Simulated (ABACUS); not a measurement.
MoP under changes of volume

One of the cells (14.353 Å³/atom); the others are scaled copies at fixed shape and fractional positions:

```
Mo P
1.0
     3.22300    0.00000    0.00000
    -1.61150    2.79120    0.00000
     0.00000    0.00000    3.19100
Mo P
1 1
Direct
  0.00000 0.00000 0.00000
  0.33333 0.66667 0.50000
```

```yaml
Program: ABACUS 3.10.1
Functional: PBE
Potentials_or_basis: PseudoDojo NC SR 0.4.1 PBE standard
Cutoff: 1361 eV
Density_cutoff: 5442 eV
Basis: DZP LCAO (the cutoffs set its grid)
k_mesh: 10 × 10 × 8
Occupations: fermi-dirac, width 0.05 eV
Spin: no spin polarisation
```

| volume (Å³/atom) | energy over the lowest point (meV/atom) | pressure (GPa) |
| --- | --- | --- |
| 13.492 | ? | ? |
| 13.779 | 37.76 | 15.0 |
| 14.066 | 15.99 | 9.4 |
| 14.353 | 3.72 | 4.4 |
| 14.640 | 0.00 | -0.1 |
| 14.927 | 3.94 | -4.2 |
| 15.214 | 14.78 | -7.8 |

Problem. What does the run at 13.492 Å³/atom give?

Solution. Energy over the lowest point 70.16 meV/atom; pressure 21.3 GPa.

Worked out: A Birch-Murnaghan fit of order 3 (a polynomial in V^(-2/3)) to the other rows has its minimum at 14.63 Å³/atom with B0 = V·E''(V) = 219 GPa and B' = 4.4 at fixed shape and positions, which overstates the stiffness. It gives 70.13 meV/atom at 13.492 Å³/atom, against the run's 70.16, and -dE/dV = 21.2 GPa, against 21.3.

Energies are extrapolated to zero smearing.

Caveats: the atomic orbitals were generated for these runs and aren't a published set; the basis of atomic orbitals isn't converged, which shifts pressures, moduli and gaps.
